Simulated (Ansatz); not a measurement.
The system is CoO.

```
Co O
1.0
     3.19765    0.00000    0.00000
    -1.59882    2.76924    0.00000
     0.00000    0.00000    5.22871
Co O
2 2
Direct
  0.33333 0.66667 0.50336
  0.00000 0.00000 0.00347
  0.33333 0.66667 0.87156
  0.00000 0.00000 0.37161
```

Measurements of this composition are mostly on another form, of space group No. 225.

Base run:

| Property | Result |
| --- | --- |
| Program | Ansatz 0.2.0 |
| Functional | PBE |
| Potentials or basis | Ansatz PAW |
| Cutoff | 420 eV (not typed: the program's choice for these potentials) |
| k mesh | 8 × 8 × 5 |
| Occupations | fermi-dirac, width 0.05 eV |
| Spin | collinear spin, ferromagnetic start |
| Starting moments | [4.0, 4.0, 0.0, 0.0] μB |
| Fixed moment | 8 μB |

Its results: pressure 13.8 GPa; site moments Co +2.71; O +0.61 μB; largest force 0.182 eV/Å.

Q: After a change of settings the same cell gave: pressure -7.5 GPa; site moments Co +1.67; O +0.15 μB; largest force 0.340 eV/Å. Which change was it?
A. fixed moment from 8 μB to 6 μB; moments at the start from [4.0, 4.0, 0.0, 0.0] to [3.0, 3.0, 0.0, 0.0]
B. fixed moment from 8 μB to 4 μB; moments at the start from [4.0, 4.0, 0.0, 0.0] to [2.0, 2.0, 0.0, 0.0]
C. fixed moment from 8 μB to 3 μB; moments at the start from [4.0, 4.0, 0.0, 0.0] to [1.5, 1.5, 0.0, 0.0]
D. fixed moment from 8 μB to 5 μB; moments at the start from [4.0, 4.0, 0.0, 0.0] to [2.5, 2.5, 0.0, 0.0]

A: B.

Caveats: the total moment is fixed, so each spin has its own Fermi level; the thresholds are loose for stress.
